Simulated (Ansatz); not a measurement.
Crystal: HfO2.

```
Hf O
1.0
     5.11800    0.00000    0.00000
     0.00000    5.18570    0.00000
    -0.85866    0.00000    5.21387
Hf O
4 8
Cartesian
  0.8021 2.3870 3.6914
  3.0279 4.9798 4.1294
  3.4573 2.7987 1.5224
  1.2314 0.2059 1.0845
  -0.3473 0.8733 4.4146
  4.1773 3.4661 3.4062
  4.6066 4.3124 0.7993
  0.0821 1.7196 1.8076
  1.4549 3.8473 5.1101
  2.3751 1.2544 2.7107
  2.8045 1.3384 0.1038
  1.8842 3.9313 2.5032
```

A run of Ansatz 0.2.0 on this cell left the log below. Logs are shortened: lines on timing, memory, paths and dates and some standing lists are left out, and cuts for length are marked.

```text
Warning: RAYON_NUM_THREADS=4 ignored (pool sized by the plan → 4); use --threads N
Engine: ansatz 0.2.0, aarch64-unknown-linux-gnu
Pseudopotentials: kind: nc
Pseudopotential: Hf, nc, valence charge 12, recommended cutoff 408.17079368981996 eV (normal), Hf.nc.azcp
Pseudopotential: O, nc, valence charge 6, recommended cutoff 1034.032677347544 eV (normal), O.nc.azcp
Functional definition: PBE
  parameter kappa = 0.804
  parameter beta = 0.06672455060314922
  exchange = pbe_x(kappa = kappa, mu = beta*pi^2/3)
  correlation = pbe_c(beta = beta)
Crystal: 12 atoms, lattice volume = 138.378 Å³
Basis set: ecut = 1034.032677347544 eV, 10477 PW (Γ), exchange–correlation on 108×120×120 points (8 copies of the dense FFT grid, shifted against one another)
Bands: 60, of which v1, the nominal top of the filled ones, is band 48 counted from 1 (47 counted from 0)
Symmetry: 4 space group operations
Space group: P21/c (ITA 14), of the structure as read, at distance tolerance 5.2e-5 Å
[... 34 lines left out ...]
  Σ components = -9772.363465   (vs F -9772.363465, Δ=0.00e0)
--- Forces (eV/Å), atoms counted from 1 ---
  atom   1  Hf     0.10678154    -0.02165091     0.05386067
  atom   2  Hf    -0.10678154    -0.02165091    -0.05386067
  atom   3  Hf    -0.10678154     0.02165091    -0.05386067
  atom   4  Hf     0.10678154     0.02165091     0.05386067
  atom   5  O     -0.39509346    -0.17116303    -0.13546252
  atom   6  O      0.39509346    -0.17116303     0.13546252
  atom   7  O      0.39509346     0.17116303     0.13546252
  atom   8  O     -0.39509346     0.17116303    -0.13546252
  atom   9  O     -0.12376470     0.02537173    -0.08891536
  atom  10  O      0.12376470     0.02537173     0.08891536
  atom  11  O      0.12376470    -0.02537173     0.08891536
  atom  12  O     -0.12376470    -0.02537173    -0.08891536
  max |Σ_I F_I| component: 3.47e-18 eV/Å
--- Stress (GPa, compression-positive) ---
        3.642056       0.000000       0.386876
        0.000000       3.000766       0.000000
        0.386876       0.000000       4.441701
  P = ⅓ Tr σ = 3.6948 GPa (36.948 kbar)
--- Band table (eV; the first three rows and the last of 39) ---
  k-point 0: bands = ["-49.7797", "-49.7604", "-49.7569", "-49.7563", "-18.8502", "-18.8214", "-18.7966", "-18.6014", "-18.5393", "-18.5007", "-18.4792", "-18.4422", "-18.4112", "-18.4036", "-18.3537", "-18.3015", "-7.4204", "-6.0732", "-5.9168", "-5.8921", "-5.3903", "-5.3229", "-5.2650", "-5.1485", "5.1283", "5.2370", "5.7380", "5.9452", "6.0595", "6.4109", "7.2157", "7.4740", "7.6345", "7.8152", "7.8791", "8.0078", "8.5897", "8.6883", "8.7574", "8.7669", "8.9914", "9.4340", "9.5067", "9.5958", "10.0454", "10.0552", "10.4069", "10.5801", "15.1818", "15.7487", "15.9165", "16.1399", "16.3153", "16.5421", "16.8505", "16.9866", "17.2208", "17.3178", "17.9197", "17.9465"]
  k-point 1: bands = ["-49.7778", "-49.7618", "-49.7569", "-49.7568", "-18.8242", "-18.7819", "-18.7782", "-18.6294", "-18.5623", "-18.4908", "-18.4751", "-18.4616", "-18.4132", "-18.3967", "-18.3599", "-18.3390", "-7.2635", "-6.0228", "-5.9700", "-5.8798", "-5.4765", "-5.3480", "-5.3268", "-5.1775", "5.2483", "5.4392", "5.9998", "6.0112", "6.2320", "6.5031", "7.0405", "7.3562", "7.4207", "7.7315", "7.9552", "8.0946", "8.3321", "8.5527", "8.7558", "8.9338", "9.0334", "9.2128", "9.3358", "9.7521", "9.7759", "10.0066", "10.2842", "10.4365", "15.2432", "15.6665", "15.7389", "16.2325", "16.5358", "16.5677", "17.1208", "17.1708", "17.2892", "17.4714", "17.6811", "17.9822"]
  k-point 2: bands = ["-49.7727", "-49.7665", "-49.7571", "-49.7571", "-18.7534", "-18.7333", "-18.7013", "-18.6605", "-18.6414", "-18.5381", "-18.4567", "-18.4523", "-18.4281", "-18.4052", "-18.3857", "-18.3744", "-6.8474", "-6.3276", "-5.9059", "-5.8474", "-5.4836", "-5.4437", "-5.3903", "-5.2757", "5.6095", "5.9890", "6.0132", "6.3138", "6.6108", "6.7276", "6.8942", "6.9512", "7.0981", "7.7344", "7.8854", "7.9605", "8.1186", "8.4322", "8.4487", "8.9039", "8.9407", "9.1428", "9.3101", "9.6373", "9.8556", "9.8949", "10.0027", "10.1878", "15.3592", "15.4920", "15.8024", "15.9822", "16.7099", "16.8121", "17.3142", "17.3614", "17.4394", "17.5069", "18.1438", "18.1456"]
  k-point 38: bands = ["-49.7696", "-49.7664", "-49.7593", "-49.7580", "-18.8142", "-18.7888", "-18.7431", "-18.7023", "-18.5755", "-18.5131", "-18.4620", "-18.4325", "-18.4049", "-18.3933", "-18.3596", "-18.3416", "-6.6577", "-6.3736", "-5.9947", "-5.9545", "-5.5488", "-5.4649", "-5.2701", "-5.2498", "5.8149", "6.0473", "6.1946", "6.3905", "6.5069", "6.5806", "6.7450", "6.8785", "7.3678", "7.7159", "7.8859", "8.1169", "8.2415", "8.3285", "8.7322", "8.9394", "9.0137", "9.2686", "9.3509", "9.4005", "9.6261", "9.6833", "9.7888", "9.9582", "15.3059", "15.4407", "15.8544", "16.0893", "16.4759", "16.5366", "16.8392", "16.9922", "17.1639", "17.4706", "18.0202", "18.2664"]
```

Task: What input gives this log?

Result: Single point with PBE, no spin polarisation. The files as run (others can give the same):

input.yaml
```yaml
crystal:
  lattice:
    - [5.118, 0.0, 0.0]
    - [0.0, 5.1857, 0.0]
    - [-0.8586630598, 0.0, 5.2138671406]
  atoms:
    - { symbol: Hf, position: [0.2755, 0.4603, 0.708] }
    - { symbol: Hf, position: [0.7245, 0.9603, 0.792] }
    - { symbol: Hf, position: [0.7245, 0.5397, 0.292] }
    - { symbol: Hf, position: [0.2755, 0.0397, 0.208] }
    - { symbol: O, position: [0.0742, 0.1684, 0.8467] }
    - { symbol: O, position: [0.9258, 0.6684, 0.6533] }
    - { symbol: O, position: [0.9258, 0.8316, 0.1533] }
    - { symbol: O, position: [0.0742, 0.3316, 0.3467] }
    - { symbol: O, position: [0.4487, 0.7419, 0.9801] }
    - { symbol: O, position: [0.5513, 0.2419, 0.5199] }
    - { symbol: O, position: [0.5513, 0.2581, 0.0199] }
    - { symbol: O, position: [0.4487, 0.7581, 0.4801] }
hamiltonian:
  xc: pbe
  pseudopotentials: { kind: nc, source: spms }
kpoints:
  mp_grid: { grid: [5, 5, 5] }
scf:
  occupations: { method: fermi_dirac, width: 0.05 }
output:
  forces: true
  stress: true
  eigenvalues: true
  write_density: true
  write_potential: true
  elf: true
  volumetric_format: npy
```

Potentials or basis: SPMS NC.
Launch:
```console
$ ansatz run input.yaml --threads 4 --pin off --max-ram 11264MiB --backend cpu --events-out ev --progress --plain --runs-dir out
```

Caveat: odd divisions of the mesh miss points on the zone boundary, where band edges often lie, so the gap on the mesh can be too wide; the pressure holds a Pulay correction of +0.4 GPa for the finite cutoff; spin-orbit coupling is left out, which moves the levels of the heavy elements.
